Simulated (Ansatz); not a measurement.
## Energy, volume and coordination in Mg₅Te₃

Level of theory: DFT PBE, scalar-relativistic, plane waves, PAW (Ansatz 0.2.0). Settings: cutoff 420 eV, Γ-centred meshes spaced at most about 0.3 Å⁻¹, and about 0.25 Å⁻¹ or finer for metals (2π included), Gaussian smearing. No spin polarisation.

All energies are static (0 K, no zero-point motion). Rows are sorted by volume; energies count from the lowest form computed. Coordination counts Te atoms around Mg (those within 1.25 times the shortest such distance or 1.15 times the sum of covalent radii, 1.27 where that leaves under three; a plus sign parts nearer from farther groups; the shortest distance is added where it exceeds 1.18 times the sum of covalent radii; a slash parts the counts of unlike sites). The table shows 5 of 6 forms computed.

```
row    form    source  atoms          coordination  V (Å³/atom)  gap on mesh (eV)  ΔE (meV/atom)
  1  P4/mmm  invented      8     Mg 5/8 from 3.3 Å         24.9                 0             99
  2    Pmmm  invented      8                Mg 4/6         25.3                 0             14
  3   P-62m  invented      8              Mg 4+2/6         25.6                 0              ?
  4   Pm-3m  invented      8  Mg 4/6/12 from 4.3 Å         27.3                 0             16
  5     R3m  invented      8                  Mg 3         30.4                 0              0
```

The cell of row 3:

Space group P-62m (No. 189). a = 7.695 Å, b = 7.695 Å, c = 3.986 Å, α = 90.00°, β = 90.00°, γ = 120.00°
```tsv
atom	site	symmetry	x	y	z
Mg	2d	-6..	0.6667	0.3333	0.5000
Mg	3g	m2m	0.0000	0.2197	0.5000
Te	3f	m2m	0.0000	0.6238	0.0000
```

Question: How far above the lowest form does the open row lie?

Answer: 69 meV/atom, which puts it above row 4 and below row 1. Counting Te atoms around Mg, row 3 has Mg 4+2/6 and the lowest form (row 5) has Mg 3.

An observed structure of this formula, if there is one, may be missing.

The k mesh leaves some 4 meV/atom of noise in the energy of each metallic cell. Spin–orbit coupling, which can matter for Te, is left out. Cells relaxed within their symmetry can be saddle points. Some candidate types were left out of the draw beforehand, so a known form may be missing.

The most open form, R3m, is lowest and the densest, P4/mmm, is highest, but energy doesn't follow volume throughout: P-62m, at 69 meV/atom, lies well above the denser Pmmm. Pmmm and Pm-3m are effectively level. Close packing and a high Te count around Mg therefore bring no evident gain here.

The likely reason is the electron count. Three telluride ions can take up only part of the valence electrons of five Mg atoms, and the rest must enter Mg-based or Mg–Te antibonding states, in keeping with the zero gaps. The energy then depends on Mg–Mg contacts as well as on ionic Mg–Te attraction. In Pm-3m one Mg has no Te within bonding distance, which suggests a largely metallic environment, yet this form remains low in energy. In P-62m, Mg triangles tighter than the contacts in Mg metal may add repulsion between the cations.

The ranking doesn't show that any Mg₅Te₃ form would resist separation into Mg and the well-known, charge-balanced semiconductor MgTe.
